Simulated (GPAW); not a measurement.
# As (Pm-3m) in GPAW: reference runs

Reference runs on As: the cell as given and a disturbed copy.

All numbers are computed with GPAW 26.7.0; they aren't measurements. Logs are shortened: lines on timing, memory, paths and dates and some standing lists are left out, and cuts for length are marked. The log counts tension as positive stress, the text compression.

### Step 1. The structure

Symmetry: Pm-3m, No. 221, cubic system. The conventional cell has a = 2.704 Å, b = 2.704 Å, c = 2.704 Å, α = 90.00°, β = 90.00°, γ = 90.00°. Around As (site symmetry m-3m) lie 6 As at 2.70 Å.

This isn't the form of As at room conditions, which is rhombohedral.

### Step 2. Single point, PBE

The input, run.py:

```python
from ase import Atoms
from ase.dft.bandgap import bandgap
from ase.io import write
from ase.units import Bohr, GPa
from gpaw import GPAW, PW
from gpaw.elf import elf_from_dft_calculation

atoms = Atoms(['As'],
              cell=[[2.7036817444, 0.0, 0.0],
                    [0.0, 2.7036817444, 0.0],
                    [0.0, 0.0, 2.7036817444]],
              scaled_positions=[[0.5, 0.5, 0.5]],
              pbc=True)

calc = GPAW(mode=PW(600),
            xc='PBE',
            kpts={'size': (10, 10, 10), 'gamma': True},
            occupations={'name': 'fermi-dirac', 'width': 0.05},
            nbands=9,
            convergence={'density': 1e-05, 'energy': 1e-05},
            maxiter=150,
            txt='gpaw.txt')
atoms.calc = calc
energy = atoms.get_potential_energy()
forces = atoms.get_forces()
stress = atoms.get_stress()
calc.write('gs.gpw')
write('result.traj', atoms)
print(f'Energy: {energy:.6f} eV')
print('Forces (eV/A):')
print(forces.round(4))
print('Stress (GPa):', (stress / GPa).round(3))
print('Fermi level:', round(calc.get_fermi_level(), 4), 'eV')
print(f'Gap: {bandgap(calc)[0]:.4f} eV, direct: {bandgap(calc, direct=True)[0]:.4f} eV')

# fields on the real-space grid
write('density.cube', atoms, data=calc.get_pseudo_density() * Bohr**3)
write('potential.cube', atoms, data=calc.get_electrostatic_potential())
write('elf.cube', atoms, data=elf_from_dft_calculation(calc).data)
```

Potentials or basis: GPAW PAW data sets (gpaw-data 1.2.1), pw.

On the command line:

```console
> OMP_NUM_THREADS=1 python run.py
```

gpaw.txt:

```text
__  _  _
 | _ |_)|_||  |
 |__||  | ||/\| - 26.7.0

Input parameters:
  mode=PW(ecut=600.0),
  convergence={'density': 1e-05, 'energy': 1e-05},
  kpts=MonkhorstPack(size=(10, 10, 10), gamma=True),
  maxiter=150,
  nbands=9,
  occupations=Occupations(name='fermi-dirac', width=0.05),
  xc=XC(name='PBE')

Diagonalizing LCAO Hamiltonian
Converting LCAO to pw mode
   .------.
  /|      |
 * |      |
 | .-As---.
 |/      /
 *------*

Atoms  # Å, Bohr magnetons
|   | symbol |        x |        y |        z |    initial magnetic moments |
|---|--------|----------|----------|----------|-----------------------------|
| 0 |     As | 1.351841 | 1.351841 | 1.351841 | ( 0.0000,  0.0000,  0.0000) |

Unit cell  # Å
| periodic |        x |        y |        z |  lengths |    angles |
|----------|----------|----------|----------|----------|-----------|
|      yes | 2.703682 | 0.000000 | 0.000000 | 2.703682 | 90.000000 |
|      yes | 0.000000 | 2.703682 | 0.000000 | 2.703682 | 90.000000 |
|      yes | 0.000000 | 0.000000 | 2.703682 | 2.703682 | 90.000000 |

Number of symmetries: 48
Symmetry operations  # r_c * U_cc + t_c -> r_c
|    | kind |            matrix            |
|----|------|------------------------------|
|  0 |  E   |  1, 0, 0,  0, 1, 0,  0, 0, 1 |
|  1 |  σ   |  1, 0, 0,  0, 1, 0,  0, 0,-1 |
|  2 |  σ   |  1, 0, 0,  0, 0, 1,  0, 1, 0 |
|  3 |  C4  |  1, 0, 0,  0, 0, 1,  0,-1, 0 |
|  4 |  C4  |  1, 0, 0,  0, 0,-1,  0, 1, 0 |
|  5 |  σ   |  1, 0, 0,  0, 0,-1,  0,-1, 0 |
|  6 |  σ   |  1, 0, 0,  0,-1, 0,  0, 0, 1 |
|  7 |  C2  |  1, 0, 0,  0,-1, 0,  0, 0,-1 |
|  8 |  σ   |  0, 1, 0,  1, 0, 0,  0, 0, 1 |
|  9 |  C2  |  0, 1, 0,  1, 0, 0,  0, 0,-1 |
| 10 |  C3  |  0, 1, 0,  0, 0, 1,  1, 0, 0 |
| 11 |  S6  |  0, 1, 0,  0, 0, 1, -1, 0, 0 |
| 12 |  S6  |  0, 1, 0,  0, 0,-1,  1, 0, 0 |
| 13 |  C3  |  0, 1, 0,  0, 0,-1, -1, 0, 0 |
| 14 |  C4  |  0, 1, 0, -1, 0, 0,  0, 0, 1 |
| 15 |  S4  |  0, 1, 0, -1, 0, 0,  0, 0,-1 |
| 16 |  C3  |  0, 0, 1,  1, 0, 0,  0, 1, 0 |
| 17 |  S6  |  0, 0, 1,  1, 0, 0,  0,-1, 0 |
| 18 |  σ   |  0, 0, 1,  0, 1, 0,  1, 0, 0 |
| 19 |  C4  |  0, 0, 1,  0, 1, 0, -1, 0, 0 |
| 20 |  C2  |  0, 0, 1,  0,-1, 0,  1, 0, 0 |
| 21 |  S4  |  0, 0, 1,  0,-1, 0, -1, 0, 0 |
| 22 |  S6  |  0, 0, 1, -1, 0, 0,  0, 1, 0 |
| 23 |  C3  |  0, 0, 1, -1, 0, 0,  0,-1, 0 |
| 24 |  S6  |  0, 0,-1,  1, 0, 0,  0, 1, 0 |
| 25 |  C3  |  0, 0,-1,  1, 0, 0,  0,-1, 0 |
| 26 |  C4  |  0, 0,-1,  0, 1, 0,  1, 0, 0 |
| 27 |  σ   |  0, 0,-1,  0, 1, 0, -1, 0, 0 |
| 28 |  S4  |  0, 0,-1,  0,-1, 0,  1, 0, 0 |
| 29 |  C2  |  0, 0,-1,  0,-1, 0, -1, 0, 0 |
| 30 |  C3  |  0, 0,-1, -1, 0, 0,  0, 1, 0 |
| 31 |  S6  |  0, 0,-1, -1, 0, 0,  0,-1, 0 |
| 32 |  C4  |  0,-1, 0,  1, 0, 0,  0, 0, 1 |
| 33 |  S4  |  0,-1, 0,  1, 0, 0,  0, 0,-1 |
| 34 |  S6  |  0,-1, 0,  0, 0, 1,  1, 0, 0 |
| 35 |  C3  |  0,-1, 0,  0, 0, 1, -1, 0, 0 |
| 36 |  C3  |  0,-1, 0,  0, 0,-1,  1, 0, 0 |
| 37 |  S6  |  0,-1, 0,  0, 0,-1, -1, 0, 0 |
| 38 |  σ   |  0,-1, 0, -1, 0, 0,  0, 0, 1 |
| 39 |  C2  |  0,-1, 0, -1, 0, 0,  0, 0,-1 |
| 40 |  σ   | -1, 0, 0,  0, 1, 0,  0, 0, 1 |
| 41 |  C2  | -1, 0, 0,  0, 1, 0,  0, 0,-1 |
| 42 |  C2  | -1, 0, 0,  0, 0, 1,  0, 1, 0 |
| 43 |  S4  | -1, 0, 0,  0, 0, 1,  0,-1, 0 |
| 44 |  S4  | -1, 0, 0,  0, 0,-1,  0, 1, 0 |
| 45 |  C2  | -1, 0, 0,  0, 0,-1,  0,-1, 0 |
| 46 |  C2  | -1, 0, 0,  0,-1, 0,  0, 0, 1 |
| 47 |  i   | -1, 0, 0,  0,-1, 0,  0, 0,-1 |

BZ-sampling:
  Number of BZ points: 1000
  Number of IBZ points: 56

  Monkhorst-Pack size: [10, 10, 10]
  Monkhorst-Pack shift: [0.05, 0.05, 0.05]

K-points  # in reciprocal-cell coordinates
|     |                                coordinates |     weight |
|-----|--------------------------------------------|------------|
|   0 | (  0.00000000,   0.00000000,   0.00000000) | 0.00100000 |
|   1 | (  0.10000000,   0.00000000,   0.00000000) | 0.00600000 |
|   2 | (  0.10000000,   0.10000000,   0.00000000) | 0.01200000 |
|   3 | (  0.10000000,   0.10000000,   0.10000000) | 0.00800000 |
|   4 | (  0.20000000,   0.00000000,   0.00000000) | 0.00600000 |
|   5 | (  0.20000000,   0.10000000,   0.00000000) | 0.02400000 |
|   6 | (  0.20000000,   0.10000000,   0.10000000) | 0.02400000 |
|   7 | (  0.20000000,   0.20000000,   0.00000000) | 0.01200000 |
|   8 | (  0.20000000,   0.20000000,   0.10000000) | 0.02400000 |
|   9 | (  0.20000000,   0.20000000,   0.20000000) | 0.00800000 |
| ... |                                            |            |
|  55 | (  0.50000000,   0.50000000,   0.50000000) | 0.00100000 |

Plane wave coefficients: 691
Cutoff: 600.0 eV

Spin-components: 1 (collinear spins)
Bands:           9
Projectors:      5
Spin-degeneracy: 2
Datatype:        complex128

Parallelization:
  kpt:    1
  domain: 1
  band:   1

Density:
  Valence electrons: 5.0
  Components: 1
  Grid points: [16 16 16]
  Charge: 0.0  # |e|

Potential:
  Grid points: [16 16 16]

species:
  As:
    name:    Arsenic
    Z:       33.0
    valence: 5
    core:    28
    charge:  0.0  # [|e|]
    compensation charges:
      type: gauss
      rc: 0.33  # [Å]
      lmax: 2
    cutoffs:
      filter: 1.87  # [Å]
      core: 2.96  # [Å]
    projectors
    | kind |    occ | energy [eV] | rcut [Å] |
    |------|--------|-------------|----------|
    |   4s |  2.000 |     -14.487 |    1.058 |
    |   4p |  3.000 |      -5.196 |    1.058 |
    |    s |        |      12.725 |    1.058 |
    |    p |        |      22.016 |    1.058 |
    |    d |        |       0.000 |    1.058 |

    Using partial waves for As as LCAO basis

Reference energy: -61502.973600  # eV

eigensolver:
  PPCG
  Converge bands: occupied
  niter=2

density mixing:
  MSR1-Mixer
  Pratt-step length: 0.05
  Maximum mixing coefficient: 0.75
  Old densities: 10
  SVD Regularization: 0.005
  Good broyden scale: 1.0
  Trust region scale: 1.0
  Backstep threshold: 4.0
  History deletion threshold: 6.0
  Fourier metric: weight=20.0, sigma=0.015

occupation numbers:
  Fermi-Dirac:
    width: 0.0500  # eV

poisson solver:
  ecut: 4800.0  # eV

xc functional:
  name: PBE with 2 nearest neighbor stencil

convergence criteria:
- Maximum integral of absolute [dens]ity change: 1e-05 electrons / valence electron
- Maximum [total energy] change in last 3 cyles: 1e-05 eV / valence electron
- Maximum integral of absolute [eigenst]ate change: 4e-08 eV^2 / valence electron
maximum number of iterations: 150

SCF iterations
|iter     | |      energy | eigst |  dens |
|---------|-|-------------|-------|-------|
|iter:   1| |   -4.554353 | -0.76 |       |
|iter:   2| |   -4.555675 | -3.25 | -1.32 |
|iter:   3| |   -4.561583 | -4.10 | -1.34 |
|iter:   4| |   -4.562311 | -4.62 | -1.84 |
|iter:   5| |   -4.562306 | -6.13 | -2.98 |
|iter:   6| |   -4.562307c| -8.31c| -3.78 |
|iter:   7| |   -4.562307c| -8.33c| -4.17 |
|iter:   8| |   -4.562307c| -9.52c| -5.60c|

Converged in 8 steps
Energy contributions relative to reference atoms: (reference = -61502.973600)

Energy contributions:
  Kinetic:           7.930797
  Coulomb:          -7.451771
  Zero:             -0.008842
  External:          0.000000
  Xc:               -5.031287
  Entropy:          -0.002408
  Spinorbit:         0.000000
  ----------------------------
  Free energy:      -4.563511
  Extrapolated:     -4.562307

dipole moment: (-0.000003, -0.000003, -0.000003)  # |e|*Ang

Fermi level: 7.584
Eigenvalues  # (at kpt = [0.000, 0.000, 0.000])
| band index |      eig [eV] | occ [0-2] |
|------------|---------------|-----------|
|          0 |        -7.356 |     2.000 |
|          1 |        11.792 |     0.000 |
|          2 |        11.792 |     0.000 |
|          3 |        11.792 |     0.000 |
|          4 |        16.201 |     0.000 |
|          5 |        16.201 |     0.000 |
|          6 |        18.195 |     0.000 |
|          7 |        33.199 |     0.000 |
|          8 |        34.803 |     0.000 |

No gap
No difference between direct/indirect transitions

Forces  # eV/Ang
|       x |       y |       z |
|---------|---------|---------|
| 0.00000 | 0.00000 | 0.00000 |  # As   0

Stress tensor  # eV/Ang^3
|         x |         y |         z |
|-----------|-----------|-----------|
| -0.013901 |  0.000000 |  0.000000 |
|  0.000000 | -0.013901 |  0.000000 |
|  0.000000 |  0.000000 | -0.013901 |

# Writing to gs.gpw (mode='')
```

It took 8.5 s on 1 thread of Arm Neoverse N1, shared host; peak memory 0.13 GiB.

Results:

| Quantity | Value |
| --- | --- |
| Free energy | -4.5635 eV |
| Pressure | 2.2 GPa |
| Band gap on the k mesh | none (metal or under the smearing width) |

### Step 3. Single point, PBE (cell strained at random at fixed volume)

The input, run.py:

```python
from ase.dft.bandgap import bandgap
from ase.io import read, write
from ase.units import GPa
from gpaw import GPAW, PW

atoms = read('POSCAR')

calc = GPAW(mode=PW(600),
            xc='PBE',
            kpts={'size': (10, 10, 10), 'gamma': True},
            occupations={'name': 'fermi-dirac', 'width': 0.05},
            nbands=9,
            convergence={'density': 1e-05, 'energy': 1e-05},
            maxiter=150,
            txt='gpaw.txt')
atoms.calc = calc
energy = atoms.get_potential_energy()
forces = atoms.get_forces()
stress = atoms.get_stress()
calc.write('gs.gpw')
write('result.traj', atoms)
print(f'Energy: {energy:.6f} eV')
print('Forces (eV/A):')
print(forces.round(4))
print('Stress (GPa):', (stress / GPa).round(3))
print('Fermi level:', round(calc.get_fermi_level(), 4), 'eV')
print(f'Gap: {bandgap(calc)[0]:.4f} eV, direct: {bandgap(calc, direct=True)[0]:.4f} eV')
```

The input, POSCAR:

```
As
1.0
    2.7100410000     -0.0173790000     -0.0118580000
   -0.0173790000      2.7297000000      0.0332640000
   -0.0118580000      0.0332640000      2.6721930000
As
1
Direct
    0.4843510000      0.5055250000      0.4963750000
```

Potentials or basis: GPAW PAW data sets (gpaw-data 1.2.1), pw.

On the command line:

```console
> OMP_NUM_THREADS=1 python run.py
```

It took 63 s on 1 thread of Arm Neoverse N1, shared host; peak memory 0.22 GiB.

The run converged. Its results:

| Quantity | Value |
| --- | --- |
| Free energy | -4.5593 eV |
| Pressure | 2.3 GPa |
| Band gap on the k mesh | none (metal or under the smearing width) |

Stress tensor (GPa, compression positive):
```
 1.85  0.29  0.43
 0.29  0.45 -0.86
 0.43 -0.86  4.53
```

Levels at points of the mesh, in eV from the Fermi level:
```tsv
k point	band 1	band 2	band 3	band 4	band 5
(0.00, 0.00, 0.00)	-14.91	3.90	4.16	4.66	8.49
(0.00, 0.00, 0.50)	-11.58	-6.90	6.32	6.59	11.38
(0.00, 0.50, 0.00)	-11.92	-6.84	6.33	6.81	11.35
(0.00, 0.50, 0.50)	-8.45	-4.44	-3.93	2.60	8.62
(0.50, 0.00, 0.00)	-11.81	-6.86	6.17	6.92	11.36
(0.50, 0.00, 0.50)	-8.32	-4.30	-4.03	2.62	8.45
(0.50, 0.50, 0.00)	-8.70	-4.35	-4.13	2.55	8.92
(0.50, 0.50, 0.50)	-4.86	-2.06	-1.70	-1.49	5.77
```
